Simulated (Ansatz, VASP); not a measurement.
## C: VASP beside Ansatz

The input POSCAR:

```
C
1.0
    2.4531314643      0.0000000000      0.0000000000
   -1.2265657322      2.1244741669      0.0000000000
    0.0000000000      0.0000000000      4.1702101686
C
4
Direct
    0.3333333333      0.6666666667      0.0004560205
    0.6666666667      0.3333333333      0.5004560205
    0.3333333333      0.6666666667      0.3745439795
    0.6666666667      0.3333333333      0.8745439795
```

The input INCAR.step1:

```
SYSTEM = C
PREC     = Accurate       ! precision mode
ENCUT    = 520            ! plane-wave cutoff, eV
ISMEAR   = 0              ! smearing method
SIGMA    = 0.01           ! smearing width, eV
LREAL    = .FALSE.        ! projectors in reciprocal space
LASPH    = .TRUE.         ! aspherical terms in the spheres
NELM     = 100            ! most SCF steps
NBANDS   = 16             ! bands
GGA      = PE             ! functional
ALGO     = Normal         ! electronic algorithm
EDIFF    = 1E-4           ! SCF threshold, eV
LWAVE    = .TRUE.         ! write WAVECAR
LCHARG   = .FALSE.        ! write CHGCAR
```

File INCAR.step2:

```
SYSTEM = C
PREC     = Accurate       ! precision mode
ENCUT    = 520            ! plane-wave cutoff, eV
EDIFF    = 1E-6           ! SCF threshold, eV
ISMEAR   = 0              ! smearing method
SIGMA    = 0.01           ! smearing width, eV
LREAL    = .FALSE.        ! projectors in reciprocal space
LASPH    = .TRUE.         ! aspherical terms in the spheres
NELM     = 100            ! most SCF steps
ALGO     = Normal         ! electronic algorithm
ISIF     = 2              ! what is computed and relaxed
LWAVE    = .FALSE.        ! write WAVECAR
LCHARG   = .FALSE.        ! write CHGCAR
METAGGA  = R2SCAN         ! meta-GGA
LMIXTAU  = .TRUE.       
NBANDS   = 16             ! bands
ISTART   = 1
```

KPOINTS

```
regular mesh
0
G
  12 12 6
  0 0 0
```

Input for Ansatz:

```yaml
crystal:
  lattice:
    - [2.4531314643, 0.0, 0.0]
    - [-1.2265657322, 2.1244741669, 0.0]
    - [0.0, 0.0, 4.1702101686]
  atoms:
    - { symbol: C, position: [0.3333333333, 0.6666666667, 0.0004560205] }
    - { symbol: C, position: [0.6666666667, 0.3333333333, 0.5004560205] }
    - { symbol: C, position: [0.3333333333, 0.6666666667, 0.3745439795] }
    - { symbol: C, position: [0.6666666667, 0.3333333333, 0.8745439795] }
kpoints:
  mp_grid: { grid: [12, 12, 6] }
  band_path:
    path:
      - [0.0, 0.0, 0.0]
      - [0.5, 0.0, 0.0]
      - [0.3333333333, 0.3333333333, 0.0]
      - [0.0, 0.0, 0.5]
      - [0.5, 0.0, 0.5]
      - [0.3333333333, 0.3333333333, 0.5]
    npoints: 1
hamiltonian:
  xc: r2scan
scf:
  occupations: { method: fixed }
  n_extra_bands: 5
output:
  forces: true
  stress: true
  eigenvalues: true
  write_density: true
  write_potential: true
  elf: true
  volumetric_format: npy
```

Change from the starting cell: epitaxial_xy strain -2.0%.

Alike in both runs: task single point; functional r2SCAN; k mesh 12 × 12 × 6; no spin polarisation.

|  | VASP | Ansatz |
| --- | --- | --- |
| version | VASP 6.6.1 | Ansatz 0.2.0 |
| potentials or method | VASP PAW PBE potentials, release 64 (C) | plane waves, PAW |
| plane-wave cutoff (eV) | 520 | 500 |
| occupations | gaussian, width 0.01 eV | fixed |
| valence electrons in the cell | 16 | 16 |

```tsv
	VASP	Ansatz	Ansatz less VASP
gap on the k mesh at the Fermi level (eV)	3.36	3.40	+0.036
pressure (GPa)	20.9	19.6	-1.28
largest component of the traceless stress (GPa)	19.75	19.60	-0.153
rms of the force components (eV/Å)	0.011	0.000	-0.0105
```

Atom by atom the forces differ by 0.011 eV/Å (rms over components).

Caveats: so large a pressure means that the cell lies far from this level's equilibrium, or that cutoff or potentials fall short (VASP); the potentials were made for another functional, which shifts forces and pressure (VASP).
